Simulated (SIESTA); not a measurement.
The system is CoO.

```xyz
2
Lattice="1.6022 0.9250 2.5665 -1.6022 0.9250 2.5665 0.0000 -1.8501 2.5665" Properties=species:S:1:pos:R:3 pbc="T T T"
Co    0.0000    0.0000    7.6915
O     0.0000    0.0000    5.7824
```

Measurements of this composition are mostly on another form, of space group No. 225.

| Property | Result |
| --- | --- |
| Program | SIESTA 5.4.2 |
| Task | single point |
| Functional | PBE |
| Potentials or basis | PseudoDojo 0.4 standard (PBE files) |
| Basis | DZP (energy shift 0.003 Ry; two zetas on semicore shells) |
| Grid cutoff | 800 Ry |
| Energy shift | 0.003 Ry |
| k mesh | 10 × 10 × 10 |
| Occupations | fermi-dirac, width 0.05 eV |
| Spin | collinear spin, ferromagnetic start |
| Starting moments | [2.0, 0.0] μB |

On this cell: pressure 1.8 GPa; largest force 0.300 eV/Å; net moment 2.87 μB per cell; site moments Co +2.47; O +0.40 μB; band gap on the k mesh none (metal or under the smearing width).

The same run follows on a disturbed copy (atoms moved at random, drawn with an rms of 0.05 Å):

```xyz
2
Lattice="1.6022 0.9250 2.5665 -1.6022 0.9250 2.5665 0.0000 -1.8501 2.5665" Properties=species:S:1:pos:R:3 pbc="T T T"
Co    0.0168    0.0467    7.6922
O    -0.0314    0.0301    5.7840
```

Problem. What does the disturbed cell give?

Solution. The energy (extrapolated to zero smearing) moves by +3.3 meV/atom; pressure 1.9 GPa; largest force 0.374 eV/Å; net moment 2.86 μB per cell; site moments Co +2.46; O +0.40 μB; band gap on the k mesh none (metal or under the smearing width).

Forces in eV/Å, atoms in the order of the input:
```
Co  -0.231 -0.100  0.274
O    0.232  0.102 -0.276
```

Stress tensor (GPa, compression positive):
```
 0.91  2.19  1.73
 2.19 -0.78  0.68
 1.73  0.68  5.57
```

Caveats: short orbitals over semicore shells can move pressures by several GPa; the basis of atomic orbitals isn't converged, which shifts pressures, moduli and gaps; a cell with one magnetic atom can't hold antiferromagnetic order, which such compounds often take; semilocal functionals often make such compounds metallic where correlation or magnetic order opens a gap, which also shifts bond lengths.
